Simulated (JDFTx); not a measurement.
**CdS (Hawleyite) under changes of volume**

One of the cells (24.808 Å³/atom); the others are scaled copies at fixed shape and fractional positions:

```
Cd S
1.0
     0.00000    2.91650    2.91650
     2.91650    0.00000    2.91650
     2.91650    2.91650    0.00000
Cd S
1 1
Direct
  0.00000 0.00000 0.00000
  0.75000 0.75000 0.75000
```

```yaml
Program: JDFTx 1.7.0 (patched build)
Functional: PBE
Potentials_or_basis: PseudoDojo-SR-PBE-0.5-standard with smoothed tails
Cutoff: 1388 eV
Density_cutoff: 11102 eV
k_mesh: 8 × 8 × 8
Occupations: fermi-dirac, width 0.05 eV
Spin: no spin polarisation
```

```csv
volume (Å³/atom),energy over the lowest point (meV/atom),pressure (GPa),gap on the mesh (eV)
23.319,57.80,7.5,1.28
23.815,37.04,5.8,1.23
24.312,?,?,?
24.808,10.27,2.9,1.15
25.304,3.29,1.6,1.10
25.800,0.00,0.5,1.06
26.296,0.04,-0.5,1.02
```

Problem. What does the run at 24.312 Å³/atom give?

Solution. Energy over the lowest point 21.37 meV/atom; pressure 4.3 GPa; gap on the mesh 1.19 eV.

Worked out: A Birch-Murnaghan fit of order 3 (a polynomial in V^(-2/3)) to the other rows has its minimum at 26.04 Å³/atom with B0 = V·E''(V) = 53 GPa and B' = 4.5. It gives 21.35 meV/atom at 24.312 Å³/atom, against the run's 21.37, and -dE/dV = 4.3 GPa, against 4.3. A straight line through the other rows of the gap, of slope -2.16 eV per unit of ln V (its deformation potential), gives 1.19 eV, against the run's 1.19.

Energies are extrapolated to zero smearing.

Spin-orbit coupling on Cd is left out.
